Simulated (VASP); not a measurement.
# TaN (P6_3/mmc) in VASP: further runs

Runs on TaN. Level: PBE. Tasks: optical spectrum, density of states, electric field gradients, core levels.

Everything below comes from runs of VASP 6.6.1. Logs are shortened: lines on timing, memory, paths and dates and some standing lists are left out, and cuts for length are marked.

## 1. Starting point

Symmetry: P6_3/mmc, No. 194, hexagonal system. The conventional cell has a = 2.922 Å, b = 2.922 Å, c = 5.917 Å, α = 90.00°, β = 90.00°, γ = 120.00°. Ta (site symmetry -3m) has 6 N at 2.24 Å as nearest neighbours. N (site symmetry -6m2) has 6 Ta at 2.24 Å as nearest neighbours.

The cell comes from a database or a generator and needn't be the stable form of this composition.

## 2. Optical spectrum, PBE

File INCAR:

```
SYSTEM = TaN
PREC = Accurate
ENCUT = 520
EDIFF = 1E-7
ISMEAR = 0
SIGMA = 0.02
LREAL = .FALSE.
LASPH = .TRUE.
NELM = 100
ALGO = Fast
ISIF = 2
LWAVE = .FALSE.
LCHARG = .FALSE.
GGA = PE
LOPTICS = .TRUE.
NBANDS = 40
NEDOS = 1000
CSHIFT = 0.1
```

File KPOINTS:

```
Automatic mesh
0
G
  10 10 5
  0 0 0
```

File POSCAR:

```
TaN
1.0
    2.9217699809      0.0000000000      0.0000000000
   -1.4608849905      2.5303270275      0.0000000000
    0.0000000000      0.0000000000      5.9165150000
Ta N
2 2
Direct
    0.0000000000      0.0000000000      0.5000000000
    0.0000000000      0.0000000000      0.0000000000
    0.3333333333      0.6666666667      0.2500000000
    0.6666666667      0.3333333333      0.7500000000
```

Potentials or basis: VASP PAW PBE potentials, release 64 (Ta_pv, N).

Command:

```console
$ cat potpaw_PBE.64/Ta_pv/POTCAR potpaw_PBE.64/N/POTCAR > POTCAR
$ mpirun -np 1 vasp_std > vasp.out
```

OUTCAR:

```text
SYSTEM = TaN
   PREC = Accurate
   ENCUT = 520
   EDIFF = 1E-7
   ISMEAR = 0
   LREAL = .FALSE.
   LASPH = .TRUE.
   NELM = 100
   ISIF = 2
   GGA = PE

 ion  position               nearest neighbor table
   1  0.000  0.000  0.500-   3 2.24   4 2.24   4 2.24   3 2.24   4 2.24   3 2.24   2 2.96   2 2.96

   2  0.000  0.000  0.000-   3 2.24   4 2.24   4 2.24   3 2.24   4 2.24   3 2.24   1 2.96   1 2.96

   3  0.333  0.667  0.250-   1 2.24   2 2.24   1 2.24   2 2.24   1 2.24   2 2.24
   4  0.667  0.333  0.750-   1 2.24   2 2.24   1 2.24   2 2.24   1 2.24   2 2.24

  LATTYP: Found a hexagonal cell.
 ALAT       =     2.9217699809
 C/A-ratio  =     2.0249763119

  Lattice vectors:

 A1 = (   2.9217699809,   0.0000000000,   0.0000000000)
 A2 = (  -1.4608849905,   2.5303270275,   0.0000000000)
 A3 = (   0.0000000000,   0.0000000000,   5.9165150000)

Analysis of symmetry for initial positions (statically):
=====================================================================
 Subroutine PRICEL returns:
 Original cell was already a primitive cell.

 Routine SETGRP: Setting up the symmetry group for a
 hexagonal supercell.

 Subroutine GETGRP returns: Found 24 space group operations
 (whereof 12 operations were pure point group operations)
 out of a pool of 24 trial point group operations.

The static configuration has the point symmetry D_3d.
 The point group associated with its full space group is D_6h.

Analysis of symmetry for dynamics (positions and initial velocities):
=====================================================================
 Subroutine PRICEL returns:
 Original cell was already a primitive cell.

 Routine SETGRP: Setting up the symmetry group for a
 hexagonal supercell.

 Subroutine GETGRP returns: Found 24 space group operations
 (whereof 12 operations were pure point group operations)
 out of a pool of 24 trial point group operations.

The dynamic configuration has the point symmetry D_3d.
 The point group associated with its full space group is D_6h.

 Subroutine INISYM returns: Found 24 space group operations
 (whereof 12 operations are pure point group operations),
 and found     1 'primitive' translations

----------------------------------------------------------------------------------------

                                     Primitive cell

  volume of cell :      43.7410

  direct lattice vectors                    reciprocal lattice vectors
     2.921769981  0.000000000  0.000000000     0.342258291  0.197602916  0.000000000
    -1.460884991  2.530327027  0.000000000     0.000000000  0.395205833  0.000000000
     0.000000000  0.000000000  5.916515000     0.000000000  0.000000000  0.169018417

  length of vectors
     2.921769981  2.921769981  5.916515000     0.395205833  0.395205833  0.169018417

  position of ions in fractional coordinates (direct lattice)
     0.000000000  0.000000000  0.500000000
     0.000000000  0.000000000  0.000000000
     0.333333333  0.666666667  0.250000000
     0.666666667  0.333333333  0.750000000

  ion indices of the primitive-cell ions
   primitive index   ion index
                 1           1
                 2           2
                 3           3
                 4           4

----------------------------------------------------------------------------------------

 KPOINTS: Automatic mesh

Automatic generation of k-mesh.
 Grid dimensions read from file:
 generate k-points for:   10   10    5

 Generating k-lattice:

  Cartesian coordinates                     Fractional coordinates (reciprocal lattice)
     0.034225829  0.019760292  0.000000000     0.100000000  0.000000000  0.000000000
     0.000000000  0.039520583  0.000000000     0.000000000  0.100000000  0.000000000
     0.000000000  0.000000000  0.033803683     0.000000000  0.000000000  0.200000000

  Length of vectors
     0.039520583  0.039520583  0.033803683

  Shift w.r.t. Gamma in fractional coordinates (k-lattice)
     0.000000000  0.000000000  0.000000000

[... 40 lines left out ...]
 SYSTEM =  TaN
   PREC   = accura    normal or accurate (medium, high low for compatibility)
   ISTART =      0    job   : 0-new  1-cont  2-samecut
   ICHARG =      2    charge: 1-file 2-atom 10-const
   ISPIN  =      1    spin polarized calculation?
   LNONCOLLINEAR =      F non collinear calculations
   LSORBIT =      F    spin-orbit coupling
   LASPH  =      T    aspherical Exc in radial PAW
   ENCUT  =  520.0 eV  38.22 Ry    6.18 a.u.   5.43  5.43 11.00*2*pi/ulx,y,z
   NELM   =    100;   NELMIN=  2; NELMDL= -5     # of ELM steps
   EDIFF  = 0.1E-06   stopping-criterion for ELM
   LREAL  =      F    real-space projection
   EDIFFG = 0.1E-05   stopping-criterion for IOM
   NSW    =      0    number of steps for IOM
   IBRION =     -1    ionic relax: 0-MD 1-quasi-New 2-CG
   NFREE  =      0    steps in history (QN), initial steepest desc. (CG)
   ISIF   =      2    stress and relaxation
   ISYM   =      2    0-nonsym 1-usesym 2-fastsym
   POTIM  = 0.5000    time-step for ionic-motion
   TEBEG  =    0.0;   TEEND  =   0.0 temperature during run
   PSTRESS=    0.0 pullay stress
   NELECT =      32.0000    total number of electrons
   NUPDOWN=      -1.0000    fix difference up-down
   EMIN   =  10.00;   EMAX   =-10.00  energy-range for DOS
   EFERMI =   0.00;   METHOD = LEGACY
   ISMEAR =     0;   SIGMA  =   0.02  broadening in eV -4-tet -1-fermi 0-gaus
   EFERMI_NEDOS =   21; number of points for ismear=-14 and -15
   IALGO  =     68    algorithm
   IMIX   =      4    mixing-type and parameters
     AMIX     =   0.40;   BMIX     =  1.00
     AMIX_MAG =   1.60;   BMIX_MAG =  1.00
  volume/ion in A,a.u.               =      10.94        73.79
  Fermi-wavevector in a.u.,A,eV,Ry     =   1.475124  2.787581 29.606163  2.175992
  Thomas-Fermi vector in A             =   2.589812
   LORBIT       =      0    0 simple, 1 ext, 2 COOP (PROOUT), +10 PAW based schemes
   GGA     = PE    functional components
   LHFCALC =     F    Hartree Fock is set to
   AEXX    =    0.0000 exact exchange contribution
   IVDW    =     0    specifies the selected vdW correction
   LEPSILON=     F    determine dielectric tensor
   LRPA    =     F    only Hartree local field effects (RPA)
 non-spin polarized calculation
 RMM-DIIS sequential band-by-band and
 Gauss-broadening in eV      SIGMA  =   0.02
  energy-cutoff  :      520.00
  volume of cell :       43.74
 maximum number of plane-waves:      1223
 NGX is ok and might be reduce to    24
   NGX = 11   NGY = 11   NGZ = 23

 number of electron      32.0000005 magnetization

 Free energy of the ion-electron system (eV)
  ---------------------------------------------------
  ext. energy  EPLUGINS =         0.00000000
  ---------------------------------------------------
  free energy    TOTEN  =       -44.02355143 eV

  energy without entropy =      -44.02330010  energy(sigma->0) =      -44.02342577

 E-fermi :   8.0919     XC(G=0): -13.2679

 val. band max:        8.0821065266   @ k =   0.1000   0.1000   0.4000
 cond. band min:       8.1257019084   @ k =   0.1000   0.0000   0.2000
 fundamental gap:      0.0435953818
 Fermi energy:         8.0918709064

 k-point     1 :       0.0000    0.0000    0.0000
  band No.  band energies     occupation
      1     -27.4992      2.00000
      2     -26.7565      2.00000
      3     -26.5058      2.00000
      4     -26.5058      2.00000
      5     -26.4453      2.00000
      6     -26.4453      2.00000
[... 733 lines left out ...]
     27      19.0387      0.00000
     28      19.8849      0.00000

 [... further k-points ...]

 [bands above 28 left out]

------------------------ aborting loop because EDIFF is reached ----------------------------------------

  FORCE on cell =-STRESS in cart. coord.  units (eV):
  Direction    XX          YY          ZZ          XY          YZ          ZX
  --------------------------------------------------------------------------------------
  -------------------------------------------------------------------------------------
  Total       -0.1256087     -0.1256087     -0.0613453      0.0000000      0.0000000      0.0000000
  in kB       -4.6008871     -4.6008871     -2.2470020      0.0000000      0.0000000      0.0000000
  external PRESSURE =      -3.8162588 kB  Pullay stress =       0.0000000 kB

 VOLUME and BASIS-vectors are now :
 -----------------------------------------------------------------------------
  energy-cutoff  :      520.00
  volume of cell :       43.74
      direct lattice vectors                 reciprocal lattice vectors
     2.921769981  0.000000000  0.000000000     0.342258291  0.197602916  0.000000000
    -1.460884991  2.530327027  0.000000000     0.000000000  0.395205833  0.000000000
     0.000000000  0.000000000  5.916515000     0.000000000  0.000000000  0.169018417

 POSITION                                       TOTAL-FORCE (eV/Angst)
 -----------------------------------------------------------------------------------
      0.00000      0.00000      2.95826         0.000000     -0.000000      0.000000
      0.00000      0.00000      0.00000         0.000000     -0.000000      0.000000
     -0.00000      1.68688      1.47913        -0.000000      0.000000      0.000000
      1.46088      0.84344      4.43739         0.000000      0.000000     -0.000000
 -----------------------------------------------------------------------------------
    total drift:                               -0.000000      0.000000      0.000000

  FREE ENERGIE OF THE ION-ELECTRON SYSTEM (eV)
  ---------------------------------------------------
  free  energy   TOTEN  =       -44.0235514286 eV

  energy  without entropy=      -44.0233001021  energy(sigma->0) =      -44.02342577

 electrical conductivity sigma (Mega S m-1) (frequency dependency in vasprun.xml)
  --------------------------------------------------------------------------------------
       0.032      -0.000       0.000
      -0.000       0.032       0.000
       0.000       0.000       0.015

  frequency dependent IMAGINARY DIELECTRIC FUNCTION (independent particle, no local field effects) density-density
     E(ev)      X         Y         Z        XY        YZ        ZX
  --------------------------------------------------------------------------------------------------------------
     0.00000     0.00000     0.00000     0.00000     0.00000     0.00000     0.00000
     0.75659    18.11918    18.11918     5.87536    -0.00000    -0.00000     0.00000
     1.51319    12.11222    12.11222    10.52728    -0.00000     0.00000    -0.00000
     2.26978    47.40100    47.40100    12.78528    -0.00000     0.00000    -0.00000
     3.02637    22.80608    22.80608     7.77421    -0.00000    -0.00000     0.00000
     3.78297    13.90774    13.90774     7.13382    -0.00000    -0.00000    -0.00000
[... 92 lines left out ...]
    74.14615     0.00079     0.00079     0.00080    -0.00000     0.00000    -0.00000
    74.90274     0.00075     0.00075     0.00076    -0.00000     0.00000    -0.00000

  frequency dependent      REAL DIELECTRIC FUNCTION (independent particle, no local field effects) density-density
     E(ev)        X           Y           Z          XY          YZ          ZX
  --------------------------------------------------------------------------------------------------------------
     0.00000   124.05404   124.05404    38.52713    -0.00000    -0.00000    -0.00000
     0.75659    25.97887    25.97887    24.41068    -0.00000     0.00000    -0.00000
     1.51319    11.69296    11.69296    28.92438    -0.00000     0.00000    -0.00000
     2.26978     4.49652     4.49652     7.11248    -0.00000    -0.00000     0.00000
     3.02637    -1.96909    -1.96909     5.20837     0.00000    -0.00000     0.00000
     3.78297    -3.41589    -3.41589     3.40127     0.00000     0.00000     0.00000
[... 92 lines left out ...]
    74.14615     0.77592     0.77592     0.77302     0.00000    -0.00000    -0.00000
    74.90274     0.78174     0.78174     0.77893     0.00000    -0.00000    -0.00000

  frequency dependent IMAGINARY DIELECTRIC FUNCTION (independent particle, no local field effects) current-current
     E(ev)      X         Y         Z        XY        YZ        ZX
  --------------------------------------------------------------------------------------------------------------
     0.00000   335.47263   335.47263   100.07431    -0.00000    -0.00000    -0.00000
     0.75659    24.79806    24.79806    12.05281    -0.00000    -0.00000    -0.00000
     1.51319    13.45509    13.45509    14.16502    -0.00000    -0.00000    -0.00000
     2.26978    47.49224    47.49224    13.25007    -0.00000    -0.00000    -0.00000
     3.02637    22.66266    22.66266     8.05275    -0.00000    -0.00000    -0.00000
     3.78297    13.64818    13.64818     7.23864    -0.00000     0.00000    -0.00000
[... 92 lines left out ...]
    74.14615     0.00018     0.00018     0.00019    -0.00000     0.00000    -0.00000
    74.90274     0.00017     0.00017     0.00017    -0.00000     0.00000    -0.00000

  frequency dependent      REAL DIELECTRIC FUNCTION (independent particle, no local field effects) current-current
     E(ev)        X           Y           Z          XY          YZ          ZX
  --------------------------------------------------------------------------------------------------------------
     0.00000    80.50371    80.50371    26.27577    -0.00000    -0.00000    -0.00000
     0.75659    21.77036    21.77036    23.00437    -0.00000     0.00000    -0.00000
     1.51319    10.24842    10.24842    27.52014    -0.00000    -0.00000    -0.00000
     2.26978     0.33593     0.33593     6.07707     0.00000    -0.00000     0.00000
     3.02637    -3.39635    -3.39635     4.73342     0.00000     0.00000     0.00000
     3.78297    -4.10636    -4.10636     3.05940     0.00000     0.00000     0.00000
[... 92 lines left out ...]
    74.14615     0.77602     0.77602     0.77310     0.00000     0.00000     0.00000
    74.90274     0.78184     0.78184     0.77901     0.00000     0.00000     0.00000
```

It took 73 s on 1 thread of AMD EPYC 7R43 (Zen 3), shared host; peak memory 0.24 GiB.

What came out:

```
Free energy            : -44.0236 eV
Pressure               : -0.4 GPa
Band gap on the k mesh : none (metal or under the smearing width)
```

Stress tensor (GPa, compression positive):
```
-0.46  0.00  0.00
 0.00 -0.46  0.00
 0.00  0.00 -0.22
```

Levels at points of the mesh, in eV from the Fermi level:
```csv
k point,band 12,band 13,band 14,band 15,band 16,band 17,band 18,band 19,band 20,band 21
"(0.00, 0.00, 0.00)",-4.26,-3.47,-1.96,-1.96,-0.20,-0.20,0.58,0.58,2.36,3.11
"(0.50, 0.00, 0.00)",-5.35,-4.12,-3.67,-2.78,-2.09,2.86,3.95,4.82,5.14,5.42
```

Dielectric function (mean over the directions given):
| energy (eV) | real part | imaginary part |
| --- | --- | --- |
| 0.30 | 74.16 | 66.92 |
| 1.29 | 8.36 | 21.42 |
| 2.35 | -3.18 | 29.62 |
| 3.40 | 1.76 | 15.30 |
| 4.39 | 0.58 | 6.59 |
| 5.45 | 3.60 | 6.24 |
| 6.51 | 2.18 | 7.07 |
| 7.49 | 2.31 | 7.12 |
| 8.55 | 0.18 | 9.62 |
| 9.61 | -0.92 | 7.54 |
| 10.59 | -3.46 | 4.81 |
| 11.65 | -1.31 | 2.98 |
| 12.71 | -1.08 | 3.54 |
| 13.69 | -1.49 | 2.22 |
| 14.75 | -0.27 | 1.81 |
| 15.81 | -0.47 | 2.14 |
| 16.80 | -0.43 | 1.93 |
| 17.86 | -0.94 | 1.43 |
| 18.91 | -0.42 | 1.12 |
| 19.97 | -0.44 | 1.19 |

Caveat: spectra need much finer meshes, so this one isn't converged; independent-particle spectra lack excitons; the intraband (Drude) part of a metal's response may be missing. The run has no spin-orbit coupling, so splittings on Ta are missing.

## 3. Density of states, PBE

POSCAR is that of step 2.

File INCAR.step1:

```
ALGO = Normal
EDIFF = 1E-6
ENCUT = 520
GGA = PE
ISIF = 2
ISMEAR = 0
LASPH = True
LCHARG = True
LMAXMIX = 4
LREAL = False
LWAVE = False
NELM = 60
PREC = Accurate
SIGMA = 0.02
```

File KPOINTS.step1:

```
k-points
0
Gamma
  10 10 5
```

File INCAR.step2:

```
ALGO = Normal
EDIFF = 1E-6
ENCUT = 520
GGA = PE
ICHARG = 11
ISIF = 2
ISMEAR = -5
LASPH = True
LCHARG = False
LMAXMIX = 4
LORBIT = 10
LREAL = False
LWAVE = False
NEDOS = 2001
NELM = 60
PREC = Accurate
SIGMA = 0.02
```

File KPOINTS.step2:

```
k-points
0
Gamma
  15 15 8
```

Potentials or basis: VASP PAW PBE potentials, release 64 (Ta_pv, N).

Command:

```console
$ cat potpaw_PBE.64/Ta_pv/POTCAR potpaw_PBE.64/N/POTCAR > POTCAR
$ cp INCAR.step1 INCAR
$ cp KPOINTS.step1 KPOINTS
$ mpirun -np 1 vasp_std > vasp.out
$ cp INCAR.step2 INCAR
$ cp KPOINTS.step2 KPOINTS
$ mpirun -np 1 vasp_std > vasp.out
```

Run time: 90 s. Hardware: 1 thread of AMD EPYC 7R43 (Zen 3), shared host; peak memory 0.21 GiB.

Results (log left out):

| Quantity | Value |
| --- | --- |
| Valence electrons inside the program's atomic spheres | Ta 8.98; N 3.71 |

Levels at points of the mesh, in eV from the Fermi level:
```csv
k point,band 13,band 14,band 15,band 16,band 17,band 18,band 19,band 20
"(0.00, 0.00, 0.00)",-3.51,-2.00,-2.00,-0.24,-0.24,0.54,0.54,2.32
"(0.00, 0.00, 0.50)",-3.86,-3.86,-0.67,-0.67,0.97,0.97,0.97,0.97
```

States per cell in windows of 1 eV (zero at the Fermi level; states under -8 eV left out):
```tsv
from (eV)	total	Ta1_d	Ta2_d	N3_p	N4_p	Ta1_p	Ta2_p
-8.0	2.19	0.20	0.20	0.34	0.34	0.03	0.03
-7.0	2.18	0.23	0.23	0.38	0.38	0.04	0.04
-6.0	2.69	0.27	0.27	0.52	0.52	0.07	0.07
-5.0	3.29	0.34	0.34	0.69	0.69	0.09	0.09
-4.0	1.12	0.14	0.14	0.22	0.22	0.02	0.02
-3.0	1.04	0.22	0.22	0.12	0.12	0.01	0.01
-2.0	1.78	0.52	0.52	0.09	0.09	0.02	0.02
-1.0	1.25	0.39	0.39	0.04	0.04	0.01	0.01
0.0	1.37	0.42	0.42	0.09	0.09	0.01	0.01
1.0	1.69	0.54	0.54	0.09	0.09	0.01	0.01
2.0	1.73	0.58	0.58	0.08	0.08	0.02	0.02
3.0	1.89	0.67	0.67	0.07	0.07	0.02	0.02
4.0	1.29	0.48	0.48	0.05	0.05	0.01	0.01
5.0	0.01	0.00	0.00	0.00	0.00	0.00	0.00
6.0	0.00	0.00	0.00	0.00	0.00	0.00	0.00
```

Caveat: tetrahedron occupations give inexact forces and stress in metals.

(Part 1 of 2 ends here.)
